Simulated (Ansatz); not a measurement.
# Os (fcc)

Computed with Ansatz (plane waves, PAW, 420 eV cutoff): PBE with spin–orbit coupling, two-component spinors, 18×18×18 k-mesh, Gaussian smearing of 0.05 eV; PAW files: Ansatz's generated set soft_2.

```yaml
crystal:
  lattice:
    - [0.00000, 1.92858, 1.92858]
    - [1.92858, 0.00000, 1.92858]
    - [1.92858, 1.92858, 0.00000]
  atoms:
    - { symbol: Os, position: [0.00000, 0.00000, 0.00000] }
```

At room temperature and ambient pressure Os is hcp.

Task: Which orbitals carry the states at the Fermi level, and how many states are there?

Result: Within 0.1 eV of it: Os 5d 96 % (shares among the projected shells). The density of states at the Fermi level is about 0.75 states/eV per cell, averaged over 0.3 eV.

Density of states (tetrahedra, averaged over 0.5 eV; states/eV per cell of 1 atom; energy in eV from the Fermi level):

| E (eV) | DOS |
| --- | --- |
| -6.60 | 1.04 |
| -6.10 | 1.12 |
| -5.60 | 1.00 |
| -5.10 | 0.81 |
| -4.60 | 1.05 |
| -4.10 | 1.09 |
| -3.60 | 1.35 |
| -3.10 | 1.44 |
| -2.60 | 1.10 |
| -2.10 | 0.98 |
| -1.60 | 0.96 |
| -1.10 | 0.85 |
| -0.60 | 1.13 |
| -0.10 | 0.79 |
| 0.40 | 0.79 |
| 0.90 | 0.75 |
| 1.40 | 0.83 |
| 1.90 | 1.18 |
| 2.40 | 1.08 |
| 2.90 | 0.58 |
| 3.40 | 0.29 |
| 3.90 | 0.30 |
